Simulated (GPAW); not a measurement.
A run of GPAW 26.7.0 is set up as follows.

File run.py:

```python
from ase.dft.bandgap import bandgap
from ase.io import read, write
from gpaw import GPAW

atoms = read('ZnS.cif')

calc = GPAW(mode='fd',
            h=0.2,
            xc='PBE',
            kpts={'size': (7, 7, 7), 'gamma': True},
            occupations={'name': 'fermi-dirac', 'width': 0.05},
            nbands=18,
            convergence={'density': 1e-05, 'energy': 1e-05},
            maxiter=150,
            txt='gpaw.txt')
atoms.calc = calc
energy = atoms.get_potential_energy()
forces = atoms.get_forces()
calc.write('gs.gpw')
write('result.traj', atoms)
print(f'Energy: {energy:.6f} eV')
print('Forces (eV/A):')
print(forces.round(4))
print('Fermi level:', round(calc.get_fermi_level(), 4), 'eV')
print(f'Gap: {bandgap(calc)[0]:.4f} eV, direct: {bandgap(calc, direct=True)[0]:.4f} eV')

path = atoms.cell.bandpath('GXWKGLUWLK,UX', npoints=80, eps=1e-4)
bs_calc = calc.fixed_density(kpts=path, symmetry='off', nbands=28,
                             convergence={'bands': 'CBM+6.0', 'eigenstates': 1e-6}, txt='bands.txt')
bs = bs_calc.band_structure()
bs.write('bs.json')
print(f'Gap on the path: {bandgap(bs_calc)[0]:.4f} eV')
```

ZnS.cif

```cif
data_ZnS
_cell_length_a 3.82120505
_cell_length_b 3.82120505
_cell_length_c 3.82120505
_cell_angle_alpha 60.00000000
_cell_angle_beta 60.00000000
_cell_angle_gamma 60.00000000
_space_group_name_H-M_alt 'P1'
_space_group_name_Hall 'P 1'
_space_group_IT_number 1
loop_
_space_group_symop_operation_xyz
'x,y,z'
loop_
_atom_site_label
_atom_site_type_symbol
_atom_site_symmetry_multiplicity
_atom_site_Wyckoff_symbol
_atom_site_fract_x
_atom_site_fract_y
_atom_site_fract_z
_atom_site_occupancy
Zn1 Zn 1 a 0.7500000000 0.7500000000 0.7500000000 1
S1 S 1 a 0.0000000000 0.0000000000 0.0000000000 1
```

Potentials or basis: GPAW PAW data sets (gpaw-data 1.2.1), fd.

Command:

```bash
$ OMP_NUM_THREADS=1 python run.py
```

Question: Estimate the band gap on the k mesh.

Answer: 2.11 eV, direct.

Question: Predict the band gap along the path.

Answer: 2.11 eV, direct.

Levels at the corners of the path, in eV from the valence-band top:
```csv
point,band 7,band 8,band 9,band 10,band 11,band 12
Γ,0.00,0.00,0.00,2.11,6.36,6.37
X,-4.55,-2.22,-2.22,3.40,4.07,10.96
W,-4.58,-2.75,-2.71,5.68,6.02,7.85
K,-4.61,-3.11,-1.80,4.12,5.95,9.35
Γ,0.00,0.00,0.00,2.11,6.36,6.37
L,-5.28,-0.87,-0.87,3.31,6.89,6.89
U,-4.61,-3.11,-1.80,4.12,5.95,9.35
W,-4.58,-2.75,-2.71,5.68,6.02,7.85
L,-5.28,-0.87,-0.87,3.31,6.89,6.89
K,-4.61,-3.11,-1.80,4.12,5.95,9.35
U,-4.61,-3.11,-1.80,4.12,5.95,9.35
X,-4.55,-2.22,-2.22,3.40,4.07,10.96
```

Caveat: the real-space grid adds noise to forces.

**What was measured.**

From “Electronic, vibrational, and thermodynamic properties of ZnS (zincblende and rocksalt structure)”, 2009, arxiv:0911.5022, for a bulk crystal of ZnS at 19 K: band gap 3.85 eV (direct).

Measured gap of ZnS: 3.85 eV (direct; 19 K; quoted in “Electronic, vibrational, and thermodynamic properties of ZnS (zincblende and rocksalt structure)”, 2009, arxiv:0911.5022). This calculation gives 2.11 eV (-1.74 eV). The value is that of PBE, without temperature or zero-point motion. Semilocal functionals fall short of measured gaps as a rule.
